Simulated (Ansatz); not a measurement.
## Relaxation of W₁₃Se₂₈

Computed with Ansatz, DFT PBE, scalar-relativistic, plane waves, PAW. (420 eV cutoff, 2×2×2 k-mesh, Gaussian smearing of 0.01 eV, collinear spin)

What was changed: W vacancy (site c), charge -1, atoms relaxed at the host's cell.

Spin-orbit coupling is left out, which matters for the bands and energies of heavy elements.

In a supercell of 41 atoms the defect feels its periodic images, and the cell reads as a metal on the mesh, so a level in the gap can't be told from a carrier in the bands.

Command:

```bash
ansatz run input.yaml --threads 4 --pin off --max-ram 10240MiB --backend cpu --events-out ev --progress --plain --runs-dir out
```

Input:

```yaml
crystal:
  lattice:
    - [8.3024665753, -2.8760587872, 0.0]
    - [-6.6419732602, -5.7521175747, 0.0]
    - [0.0, 0.0, -15.0438319106]
  atoms:
    - { symbol: W, position: [0.6159417838, 0.5189916555, 0.25] }
    - { symbol: W, position: [0.194776114, 0.2329381637, 0.25] }
    - { symbol: W, position: [0.9030498717, 0.3840582162, 0.25] }
    - { symbol: W, position: [0.4810083445, 0.0969501283, 0.25] }
    - { symbol: W, position: [0.0381620498, 0.805223886, 0.25] }
    - { symbol: W, position: [0.7670618363, 0.9618379502, 0.25] }
    - { symbol: W, position: [0.0953072009, 0.6190630689, 0.75] }
    - { symbol: W, position: [0.3809369311, 0.476244132, 0.75] }
    - { symbol: W, position: [0.9523670133, 0.1904742739, 0.75] }
    - { symbol: W, position: [0.6666666667, 0.3333333333, 0.75] }
    - { symbol: W, position: [0.2381072606, 0.0476329867, 0.75] }
    - { symbol: W, position: [0.8095257261, 0.7618927394, 0.75] }
    - { symbol: W, position: [0.523755868, 0.9046927991, 0.75] }
    - { symbol: Se, position: [0.0934159613, 0.6206999118, 0.1409052634], spin: 0.167 }
    - { symbol: Se, position: [0.3793000882, 0.4727160495, 0.1409052634], spin: 0.167 }
    - { symbol: Se, position: [0.9598676688, 0.1986429845, 0.138534625] }
    - { symbol: Se, position: [0.6666666667, 0.3333333333, 0.1367583341] }
    - { symbol: Se, position: [0.2387753157, 0.0401323312, 0.138534625] }
    - { symbol: Se, position: [0.8013570155, 0.7612246843, 0.138534625] }
    - { symbol: Se, position: [0.5272839505, 0.9065840387, 0.1409052634], spin: 0.167 }
    - { symbol: Se, position: [0.3333333333, 0.6666666667, 0.6383939602] }
    - { symbol: Se, position: [0.6190083774, 0.523795297, 0.6384436425] }
    - { symbol: Se, position: [0.1904976437, 0.2381212001, 0.6384443567] }
    - { symbol: Se, position: [0.9047869195, 0.3809916226, 0.6384436425] }
    - { symbol: Se, position: [0.476204703, 0.0952130805, 0.6384436425] }
    - { symbol: Se, position: [0.0476235563, 0.8095023563, 0.6384443567] }
    - { symbol: Se, position: [0.7618787999, 0.9523764437, 0.6384443567] }
    - { symbol: Se, position: [0.0934159613, 0.6206999118, 0.3590947366], spin: 0.167 }
    - { symbol: Se, position: [0.3793000882, 0.4727160495, 0.3590947366], spin: 0.167 }
    - { symbol: Se, position: [0.9598676688, 0.1986429845, 0.361465375] }
    - { symbol: Se, position: [0.6666666667, 0.3333333333, 0.3632416659] }
    - { symbol: Se, position: [0.2387753157, 0.0401323312, 0.361465375] }
    - { symbol: Se, position: [0.8013570155, 0.7612246843, 0.361465375] }
    - { symbol: Se, position: [0.5272839505, 0.9065840387, 0.3590947366], spin: 0.167 }
    - { symbol: Se, position: [0.3333333333, 0.6666666667, 0.8616060398] }
    - { symbol: Se, position: [0.6190083774, 0.523795297, 0.8615563575] }
    - { symbol: Se, position: [0.1904976437, 0.2381212001, 0.8615556433] }
    - { symbol: Se, position: [0.9047869195, 0.3809916226, 0.8615563575] }
    - { symbol: Se, position: [0.476204703, 0.0952130805, 0.8615563575] }
    - { symbol: Se, position: [0.0476235563, 0.8095023563, 0.8615556433] }
    - { symbol: Se, position: [0.7618787999, 0.9523764437, 0.8615556433] }
  host:
    lattice:
      - [3.3209866301, 0.0, 0.0]
      - [-1.6604933151, 2.8760587873, 0.0]
      - [0.0, 0.0, 15.0438319106]
    atoms:
      - { symbol: W, position: [0.6666666667, 0.3333333333, 0.75] }
      - { symbol: W, position: [0.3333333333, 0.6666666667, 0.25] }
      - { symbol: Se, position: [0.3333333333, 0.6666666667, 0.8615430499] }
      - { symbol: Se, position: [0.6666666667, 0.3333333333, 0.3615430499] }
      - { symbol: Se, position: [0.3333333333, 0.6666666667, 0.6384569501] }
      - { symbol: Se, position: [0.6666666667, 0.3333333333, 0.1384569501] }
total_charge: -1
basis:
  ecutwfc: 420
  xc_grid: 2
kpoints:
  mp_grid: { grid: [2, 2, 2], shift: [0.0, 0.0, 0.0] }
hamiltonian:
  xc: pbe
scf:
  occupations: { method: gaussian, width: 0.01 }
output:
  forces: true
  stress: false
  eigenvalues: true
  populations: true
  charged_corrections:
    defect_position: [0.33333333, 0.66666667, 0.25]
    epsilon: [[13.4581, 0.0, 0.0], [0.0, 13.4581, 0.0], [0.0, 0.0, 4.0466]]
magnetization:
  spin_polarized: true
relax:
  adjacent_minimum: "off"
  f_tol: 0.025
  max_steps: 45
```

F is the free energy.

Steps:

```
step F − F(1) (eV) largest force component (eV/Å)
   1         0.0000                           0.132
   2         0.0151                           0.189
   3        -0.0133                           0.066
   4        -0.0069                           0.285
   5        -0.0166                           0.031
   6        -0.0170                           0.024
```

Relaxed structure:

```xyz
41
Lattice="8.3025 -2.8761 0.0000 -6.6420 -5.7521 0.0000 0.0000 0.0000 -15.0438" Properties=species:S:1:pos:R:3 pbc="T T T"
W     1.6505   -4.7569   -3.7610
W     0.0740   -1.9191   -3.7610
W     4.9548   -4.8203   -3.7610
W     3.3576   -1.9270   -3.7610
W    -5.0170   -4.7285   -3.7610
W    -0.0385   -7.7327   -3.7610
W    -3.3209   -3.8346  -11.2829
W     0.0000   -3.8349  -11.2829
W     6.6418   -3.8347  -11.2829
W     3.3210   -3.8347  -11.2829
W     1.6606   -0.9589  -11.2829
W     1.6606   -6.7106  -11.2829
W    -1.6606   -6.7107  -11.2829
Se   -3.3632   -3.8269   -2.0943
Se    0.0279   -3.8021   -2.0943
Se    6.6590   -3.9073   -2.0931
Se    3.3210   -3.8347   -2.0854
Se    1.7148   -0.9077   -2.0931
Se    1.5892   -6.6893   -2.0931
Se   -1.6462   -6.7513   -2.0943
Se   -1.6605   -4.7934   -9.6017
Se    1.6601   -4.7930   -9.6021
Se    0.0002   -1.9179   -9.6024
Se    4.9813   -4.7940   -9.6021
Se    3.3215   -1.9173   -9.6021
Se   -4.9811   -4.7930   -9.6024
Se   -0.0006   -7.6694   -9.6024
Se   -3.3632   -3.8269   -5.4276
Se    0.0279   -3.8021   -5.4276
Se    6.6590   -3.9073   -5.4289
Se    3.3210   -3.8347   -5.4365
Se    1.7148   -0.9077   -5.4289
Se    1.5892   -6.6893   -5.4289
Se   -1.6462   -6.7513   -5.4276
Se   -1.6605   -4.7934  -12.9640
Se    1.6601   -4.7930  -12.9637
Se    0.0002   -1.9179  -12.9634
Se    4.9813   -4.7940  -12.9637
Se    3.3215   -1.9173  -12.9637
Se   -4.9811   -4.7930  -12.9634
Se   -0.0006   -7.6694  -12.9634
```

The run converged. The run took 12 min on 4 threads of Arm Neoverse V2, on a shared host, peak memory 6.8 GiB.

The relaxation kept the symmetry at the defect while a level is partly filled, so a distortion that splits the level (Jahn–Teller) was held off and may lie lower. The cell is also small for a charged defect.